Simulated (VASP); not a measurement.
# TiCo3 (Pm-3m) in VASP: a series of runs

Runs on TiCo3. Level: PBEsol. Tasks: equation of state.

All numbers are computed with VASP 6.6.1; they aren't measurements. Logs are shortened: lines on timing, memory, paths and dates and some standing lists are left out, and cuts for length are marked.

**1. The crystal as given**

Symmetry: Pm-3m, No. 221, cubic system. Conventional cell: a = 3.523 Å, b = 3.523 Å, c = 3.523 Å, α = 90.00°, β = 90.00°, γ = 90.00°. Co (site symmetry 4/mmm) has 8 Co at 2.49 Å and 4 Ti at 2.49 Å as nearest neighbours. Ti (site symmetry m-3m) is surrounded by 12 Co at 2.49 Å.

**2. Equation of state, PBEsol, collinear spin, ferromagnetic start, 10.49 Å³/atom (a relaxed cell with its volume scaled by 0.96)**

Contents of INCAR:

```
SYSTEM = TiCo3
  ALGO = Normal
  EDIFF = 1E-6
  ENCUT = 520
  GGA = PS
  ISIF = 2
  ISMEAR = -1
  ISPIN = 2
  KPAR = 2
  LASPH = .True.
  LCHARG = .False.
  LMAXMIX = 4
  LORBIT = 11
  LREAL = .False.
  LWAVE = .False.
  MAGMOM = 2 2 2 1
  NELM = 120
  PREC = Accurate
  SIGMA = 0.05
```

Contents of KPOINTS:

```
k-points
0
Gamma
  8 8 8
  0 0 0
```

Contents of POSCAR:

```
TiCo3                                   
1.0
    3.4753886009     -0.0000000000      0.0000000000
    0.0000000000      3.4753886009      0.0000000000
    0.0000000000     -0.0000000000      3.4753886009
  Co              Ti            
     3     1
Direct
     0.5000000000000000    0.5000000000000000    0.0000000000000000
     0.5000000000000000    0.0000000000000000    0.5000000000000000
     0.0000000000000000    0.5000000000000000    0.5000000000000000
     0.0000000000000000    0.0000000000000000    0.0000000000000000
```

Potentials or basis: VASP PAW PBE potentials, release 64 (Co, Ti_sv).

On the command line:

```console
> cat potpaw_PBE.64/Co/POTCAR potpaw_PBE.64/Ti_sv/POTCAR > POTCAR
> mpirun -np 2 vasp_std > vasp.out
```

OUTCAR:

```text
SYSTEM = TiCo3
   EDIFF = 1E-6
   ENCUT = 520
   GGA = PS
   ISIF = 2
   ISMEAR = -1
   ISPIN = 2
   LASPH = .True.
   LORBIT = 11
   LREAL = .False.
   NELM = 120
   PREC = Accurate

 ion  position               nearest neighbor table
   1  0.500  0.500  0.000-   2 2.46   3 2.46   4 2.46   2 2.46   3 2.46   2 2.46   4 2.46   2 2.46
                             3 2.46   4 2.46   3 2.46   4 2.46
   2  0.500  0.000  0.500-   1 2.46   3 2.46   4 2.46   1 2.46   4 2.46   1 2.46   3 2.46   1 2.46
                             3 2.46   4 2.46   4 2.46   3 2.46
   3  0.000  0.500  0.500-   1 2.46   2 2.46   4 2.46   1 2.46   4 2.46   2 2.46   4 2.46   4 2.46
                             1 2.46   2 2.46   1 2.46   2 2.46
   4  0.000  0.000  0.000-   1 2.46   2 2.46   3 2.46   2 2.46   3 2.46   1 2.46   3 2.46   3 2.46
                             1 2.46   2 2.46   2 2.46   1 2.46

  LATTYP: Found a simple cubic cell.
 ALAT       =     3.4753886009

  Lattice vectors:

 A1 = (   3.4753886009,   0.0000000000,   0.0000000000)
 A2 = (   0.0000000000,   3.4753886009,   0.0000000000)
 A3 = (   0.0000000000,   0.0000000000,   3.4753886009)

Analysis of symmetry for initial positions (statically):
=====================================================================
 Subroutine PRICEL returns:
 Original cell was already a primitive cell.

 Routine SETGRP: Setting up the symmetry group for a
 simple cubic supercell.

 Subroutine GETGRP returns: Found 48 space group operations
 (whereof 48 operations were pure point group operations)
 out of a pool of 48 trial point group operations.

The static configuration has the point symmetry O_h .

Analysis of symmetry for dynamics (positions and initial velocities):
=====================================================================
 Subroutine PRICEL returns:
 Original cell was already a primitive cell.

 Routine SETGRP: Setting up the symmetry group for a
 simple cubic supercell.

 Subroutine GETGRP returns: Found 48 space group operations
 (whereof 48 operations were pure point group operations)
 out of a pool of 48 trial point group operations.

The dynamic configuration has the point symmetry O_h .

Analysis of structural, dynamic, and magnetic symmetry:
=====================================================================
 Subroutine PRICEL returns:
 Original cell was already a primitive cell.

 Routine SETGRP: Setting up the symmetry group for a
 simple cubic supercell.

 Subroutine GETGRP returns: Found 48 space group operations
 (whereof 48 operations were pure point group operations)
 out of a pool of 48 trial point group operations.

The overall configuration has the point symmetry O_h .

 Subroutine INISYM returns: Found 48 space group operations
 (whereof 48 operations are pure point group operations),
 and found     1 'primitive' translations

----------------------------------------------------------------------------------------

                                     Primitive cell

  volume of cell :      41.9769

  direct lattice vectors                    reciprocal lattice vectors
     3.475388601  0.000000000  0.000000000     0.287737607  0.000000000  0.000000000
     0.000000000  3.475388601  0.000000000     0.000000000  0.287737607  0.000000000
     0.000000000  0.000000000  3.475388601     0.000000000  0.000000000  0.287737607

  length of vectors
     3.475388601  3.475388601  3.475388601     0.287737607  0.287737607  0.287737607

  position of ions in fractional coordinates (direct lattice)
     0.500000000  0.500000000  0.000000000
     0.500000000  0.000000000  0.500000000
     0.000000000  0.500000000  0.500000000
     0.000000000  0.000000000  0.000000000

  ion indices of the primitive-cell ions
   primitive index   ion index
                 1           1
                 2           2
                 3           3
                 4           4

----------------------------------------------------------------------------------------

 KPOINTS: k-points

Automatic generation of k-mesh.
 Grid dimensions read from file:
 generate k-points for:    8    8    8

 Generating k-lattice:

  Cartesian coordinates                     Fractional coordinates (reciprocal lattice)
     0.035967201  0.000000000  0.000000000     0.125000000  0.000000000  0.000000000
     0.000000000  0.035967201  0.000000000     0.000000000  0.125000000  0.000000000
     0.000000000  0.000000000  0.035967201     0.000000000  0.000000000  0.125000000

  Length of vectors
     0.035967201  0.035967201  0.035967201

  Shift w.r.t. Gamma in fractional coordinates (k-lattice)
     0.000000000  0.000000000  0.000000000

 Subroutine IBZKPT returns following result:
 ===========================================

 Found     35 irreducible k-points:

 Following reciprocal coordinates:
            Coordinates               Weight
  0.000000  0.000000  0.000000      1.000000
  0.125000  0.000000  0.000000      6.000000
  0.250000  0.000000  0.000000      6.000000
  0.375000  0.000000  0.000000      6.000000
  0.500000  0.000000  0.000000      3.000000
  0.125000  0.125000  0.000000     12.000000
[... 16 lines left out ...]
  0.375000  0.375000  0.125000     24.000000
  0.500000  0.375000  0.125000     24.000000
 [... further k-points ...]
   k-points           NKPTS =     35   k-points in BZ     NKDIM =     35   number of bands    NBANDS=     27
   number of dos      NEDOS =    301   number of ions     NIONS =      4
   total plane-waves  NPLWV =  21952
   dimension x,y,z NGX =    28 NGY =   28 NGZ =   28
   dimension x,y,z NGXF=    56 NGYF=   56 NGZF=   56
   ions per type =               3   1
   NGX,Y,Z   is equivalent  to a cutoff of  13.39, 13.39, 13.39 a.u.
   NGXF,Y,Z  is equivalent  to a cutoff of  26.79, 26.79, 26.79 a.u.
 SYSTEM =  TiCo3
   PREC   = accura    normal or accurate (medium, high low for compatibility)
   ISTART =      0    job   : 0-new  1-cont  2-samecut
   ICHARG =      2    charge: 1-file 2-atom 10-const
   ISPIN  =      2    spin polarized calculation?
   LNONCOLLINEAR =      F non collinear calculations
   LSORBIT =      F    spin-orbit coupling
   LASPH  =      T    aspherical Exc in radial PAW
   ENCUT  =  520.0 eV  38.22 Ry    6.18 a.u.   6.46  6.46  6.46*2*pi/ulx,y,z
   NELM   =    120;   NELMIN=  2; NELMDL= -5     # of ELM steps
   EDIFF  = 0.1E-05   stopping-criterion for ELM
   LREAL  =      F    real-space projection
   EDIFFG = 0.1E-04   stopping-criterion for IOM
   NSW    =      0    number of steps for IOM
   IBRION =     -1    ionic relax: 0-MD 1-quasi-New 2-CG
   NFREE  =      0    steps in history (QN), initial steepest desc. (CG)
   ISIF   =      2    stress and relaxation
   ISYM   =      2    0-nonsym 1-usesym 2-fastsym
   POTIM  = 0.5000    time-step for ionic-motion
   TEBEG  =    0.0;   TEEND  =   0.0 temperature during run
   PSTRESS=    0.0 pullay stress
   NELECT =      39.0000    total number of electrons
   NUPDOWN=      -1.0000    fix difference up-down
   EMIN   =  10.00;   EMAX   =-10.00  energy-range for DOS
   EFERMI =   0.00;   METHOD = LEGACY
   ISMEAR =    -1;   SIGMA  =   0.05  broadening in eV -4-tet -1-fermi 0-gaus
   EFERMI_NEDOS =   21; number of points for ismear=-14 and -15
   IALGO  =     38    algorithm
   IMIX   =      4    mixing-type and parameters
     AMIX     =   0.40;   BMIX     =  1.00
     AMIX_MAG =   1.60;   BMIX_MAG =  1.00
  volume/ion in A,a.u.               =      10.49        70.82
  Fermi-wavevector in a.u.,A,eV,Ry     =   1.597447  3.018736 34.719828  2.551835
  Thomas-Fermi vector in A             =   2.695051
   LORBIT       =     11    0 simple, 1 ext, 2 COOP (PROOUT), +10 PAW based schemes
   GGA     = PS    functional components
   LHFCALC =     F    Hartree Fock is set to
   AEXX    =    0.0000 exact exchange contribution
   IVDW    =     0    specifies the selected vdW correction
   LEPSILON=     F    determine dielectric tensor
   LRPA    =     F    only Hartree local field effects (RPA)
 spin polarized calculation
  energy-cutoff  :      520.00
  volume of cell :       41.98
 maximum number of plane-waves:      1144
 NGX is ok and might be reduce to    28
   NGX = 13   NGY = 13   NGZ = 13

 number of electron      38.9999962 magnetization       0.1758324

 Free energy of the ion-electron system (eV)
  ---------------------------------------------------
  ext. energy  EPLUGINS =         0.00000000
  ---------------------------------------------------
  free energy    TOTEN  =       -32.67967140 eV

  energy without entropy =      -32.63806088  energy(sigma->0) =      -32.65886614

 E-fermi :  11.3484     XC(G=0): -13.9361

 val. band max:       11.3425115876   @ k =   0.0000   0.0000   0.0000
 cond. band min:      11.3569141358   @ k =   0.3750   0.2500   0.0000
 fundamental gap:      0.0144025482
 Fermi energy:        11.3484311456

 spin component 1

 k-point     1 :       0.0000    0.0000    0.0000
  band No.  band energies     occupation
      1     -44.6533      1.00000
      2     -21.0324      1.00000
      3     -21.0324      1.00000
      4     -21.0324      1.00000
      5       2.9344      1.00000
      6       6.5354      1.00000
[... 709 lines left out ...]
     26      14.3093      0.00000
     27      16.7258      0.00000

 [... further k-points ...]

 spin component 2

 k-point     1 :       0.0000    0.0000    0.0000
  band No.  band energies     occupation
      1     -44.6727      1.00000
      2     -21.0521      1.00000
      3     -21.0521      1.00000
      4     -21.0521      1.00000
      5       2.9369      1.00000
      6       6.5662      1.00000
[... 709 lines left out ...]
     26      14.3045      0.00000
     27      16.7435      0.00000

 [... further k-points ...]

------------------------ aborting loop because EDIFF is reached ----------------------------------------

  FORCE on cell =-STRESS in cart. coord.  units (eV):
  Direction    XX          YY          ZZ          XY          YZ          ZX
  --------------------------------------------------------------------------------------
  -------------------------------------------------------------------------------------
  Total        2.8100807      2.8100807      2.8100807      0.0000000     -0.0000000     -0.0000000
  in kB      107.2554216    107.2554216    107.2554216      0.0000000     -0.0000000     -0.0000000
  external PRESSURE =     107.2554216 kB  Pullay stress =       0.0000000 kB

 VOLUME and BASIS-vectors are now :
 -----------------------------------------------------------------------------
  energy-cutoff  :      520.00
  volume of cell :       41.98
      direct lattice vectors                 reciprocal lattice vectors
     3.475388601  0.000000000  0.000000000     0.287737607  0.000000000  0.000000000
     0.000000000  3.475388601  0.000000000     0.000000000  0.287737607  0.000000000
     0.000000000  0.000000000  3.475388601     0.000000000  0.000000000  0.287737607

 POSITION                                       TOTAL-FORCE (eV/Angst)
 -----------------------------------------------------------------------------------
      1.73769      1.73769      0.00000         0.000000      0.000000      0.000000
      1.73769      0.00000      1.73769         0.000000      0.000000      0.000000
      0.00000      1.73769      1.73769         0.000000      0.000000      0.000000
      0.00000      0.00000      0.00000         0.000000      0.000000      0.000000
 -----------------------------------------------------------------------------------
    total drift:                                0.000000      0.000000      0.000000

  FREE ENERGIE OF THE ION-ELECTRON SYSTEM (eV)
  ---------------------------------------------------
  free  energy   TOTEN  =       -32.6796713959 eV

  energy  without entropy=      -32.6380608813  energy(sigma->0) =      -32.65886614

 total charge

# of ion       s       p       d       tot
------------------------------------------
    1        0.551   0.586   7.394   8.530
    2        0.551   0.586   7.394   8.530
    3        0.551   0.586   7.394   8.530
    4        2.293   6.232   2.056  10.581
--------------------------------------------------
tot          3.945   7.990  24.237  36.172

 magnetization (x)

# of ion       s       p       d       tot
------------------------------------------
    1       -0.000  -0.001   0.068   0.067
    2       -0.000  -0.001   0.068   0.067
    3       -0.000  -0.001   0.068   0.067
    4       -0.000  -0.002  -0.021  -0.023
--------------------------------------------------
tot         -0.001  -0.004   0.183   0.178
```

Wall time 32 s (2 MPI ranks of Intel Xeon 6975P-C (Granite Rapids), shared host); peak memory 0.2 GiB.

What came out:

```
Free energy                                           : -32.6797 eV
Pressure                                              : 10.7 GPa
Band gap on the k mesh                                : none (metal or under the smearing width)
Net moment                                            : 0.18 μB per cell
Site moments                                          : Co +0.07; Ti -0.02 μB
Valence electrons inside the program's atomic spheres : Co 8.53; Ti 10.58
```

Caveat: the PAW data sets were made with another functional, which shifts forces and pressure a little.

**3. Equation of state, PBEsol, collinear spin, ferromagnetic start, 10.71 Å³/atom (a relaxed cell with its volume scaled by 0.98)**

INCAR is that of step 2.

KPOINTS is that of step 2.

POSCAR, as its differences from that of step 2:

```diff
@@ -2,5 +2,5 @@
 1.0
-    3.4753886009     -0.0000000000      0.0000000000
-    0.0000000000      3.4753886009      0.0000000000
-    0.0000000000     -0.0000000000      3.4753886009
+    3.4993575555     -0.0000000000      0.0000000000
+    0.0000000000      3.4993575555      0.0000000000
+    0.0000000000     -0.0000000000      3.4993575555
   Co              Ti
```

Potentials or basis: VASP PAW PBE potentials, release 64 (Co, Ti_sv).

On the command line:

```console
> cat potpaw_PBE.64/Co/POTCAR potpaw_PBE.64/Ti_sv/POTCAR > POTCAR
> mpirun -np 2 vasp_std > vasp.out
```

It took 28 s on 2 MPI ranks of Intel Xeon 6975P-C (Granite Rapids), shared host; peak memory 0.2 GiB.

It converged, with:

* Free energy: -32.7230 eV
* Pressure: 5.2 GPa
* Band gap on the k mesh: none (metal or under the smearing width)
* Net moment: 0.42 μB per cell
* Site moments: Co +0.16; Ti -0.06 μB
* Valence electrons inside the program's atomic spheres: Co 8.48; Ti 10.54

Caveat: the PAW data sets were made with another functional, which shifts forces and pressure a little.

**4. Equation of state, PBEsol, collinear spin, ferromagnetic start, 10.93 Å³/atom**

INCAR is that of step 3.

KPOINTS is that of step 3.

POSCAR, as its differences from that of step 3:

```diff
@@ -2,5 +2,5 @@
 1.0
-    3.4993575555     -0.0000000000      0.0000000000
-    0.0000000000      3.4993575555      0.0000000000
-    0.0000000000     -0.0000000000      3.4993575555
+    3.5230025806     -0.0000000000      0.0000000000
+    0.0000000000      3.5230025806      0.0000000000
+    0.0000000000     -0.0000000000      3.5230025806
   Co              Ti
```

On the command line:

```console
> cat potpaw_PBE.64/Co/POTCAR potpaw_PBE.64/Ti_sv/POTCAR > POTCAR
> mpirun -np 2 vasp_std > vasp.out
```

It took 26 s on 2 MPI ranks of Intel Xeon 6975P-C (Granite Rapids), shared host; peak memory 0.2 GiB.

It converged, with:

- Free energy: -32.7379 eV
- Pressure: 0.3 GPa
- Band gap on the k mesh: none (metal or under the smearing width)
- Net moment: 0.59 μB per cell
- Site moments: Co +0.23; Ti -0.08 μB
- Valence electrons inside the program's atomic spheres: Co 8.44; Ti 10.50

Caveat: the PAW data sets were made with another functional, which shifts forces and pressure a little.

**5. Equation of state, PBEsol, collinear spin, ferromagnetic start, 11.15 Å³/atom (a relaxed cell with its volume scaled by 1.02)**

INCAR is that of step 4.

KPOINTS is that of step 4.

POSCAR, as its differences from that of step 4:

```diff
@@ -2,5 +2,5 @@
 1.0
-    3.5230025806     -0.0000000000      0.0000000000
-    0.0000000000      3.5230025806      0.0000000000
-    0.0000000000     -0.0000000000      3.5230025806
+    3.5463344035     -0.0000000000      0.0000000000
+    0.0000000000      3.5463344035      0.0000000000
+    0.0000000000     -0.0000000000      3.5463344035
   Co              Ti
```

On the command line:

```console
> cat potpaw_PBE.64/Co/POTCAR potpaw_PBE.64/Ti_sv/POTCAR > POTCAR
> mpirun -np 2 vasp_std > vasp.out
```

Wall time 25 s (2 MPI ranks of Intel Xeon 6975P-C (Granite Rapids), shared host); peak memory 0.2 GiB.

It converged, with:

* Free energy: -32.7273 eV
* Pressure: -4.1 GPa
* Band gap on the k mesh: none (metal or under the smearing width)
* Net moment: 0.74 μB per cell
* Site moments: Co +0.29; Ti -0.11 μB
* Valence electrons inside the program's atomic spheres: Co 8.40; Ti 10.46

Caveat: the PAW data sets were made with another functional, which shifts forces and pressure a little.

**6. Equation of state, PBEsol, collinear spin, ferromagnetic start, 11.37 Å³/atom (a relaxed cell with its volume scaled by 1.04)**

INCAR is that of step 5.

KPOINTS is that of step 5.

POSCAR, as its differences from that of step 5:

```diff
@@ -2,5 +2,5 @@
 1.0
-    3.5463344035     -0.0000000000      0.0000000000
-    0.0000000000      3.5463344035      0.0000000000
-    0.0000000000     -0.0000000000      3.5463344035
+    3.5693631942     -0.0000000000      0.0000000000
+    0.0000000000      3.5693631942      0.0000000000
+    0.0000000000     -0.0000000000      3.5693631942
   Co              Ti
```

Potentials or basis: VASP PAW PBE potentials, release 64 (Co, Ti_sv).

On the command line:

```console
> cat potpaw_PBE.64/Co/POTCAR potpaw_PBE.64/Ti_sv/POTCAR > POTCAR
> mpirun -np 2 vasp_std > vasp.out
```

Wall time 28 s (2 MPI ranks of Intel Xeon 6975P-C (Granite Rapids), shared host); peak memory 0.2 GiB.

It converged, with:

- Free energy: -32.6942 eV
- Pressure: -8.0 GPa
- Band gap on the k mesh: none (metal or under the smearing width)
- Net moment: 0.91 μB per cell
- Site moments: Co +0.36; Ti -0.14 μB
- Valence electrons inside the program's atomic spheres: Co 8.36; Ti 10.43

Caveat: the PAW data sets were made with another functional, which shifts forces and pressure a little.

**7. Equation of state, PBEsol, collinear spin, ferromagnetic start**

Potentials or basis: VASP PAW PBE potentials, release 64 (Co, Ti_sv).

No new run: the results of the series are fitted here.

Results:

| Item | Value |
| --- | --- |
| Equilibrium volume | 10.95 Å³/atom |
| Bulk modulus | 231 GPa |
| Pressure derivative of the bulk modulus | 4.8 (rough: it moves with the points fitted) |

Energy against volume, from the lowest point:
```csv
volume (Å³/atom),energy (meV/atom)
10.494,14.55
10.713,3.72
10.931,0.00
11.150,2.64
11.369,10.92
```

Caveat: the PAW data sets were made with another functional, which shifts forces and pressure a little.
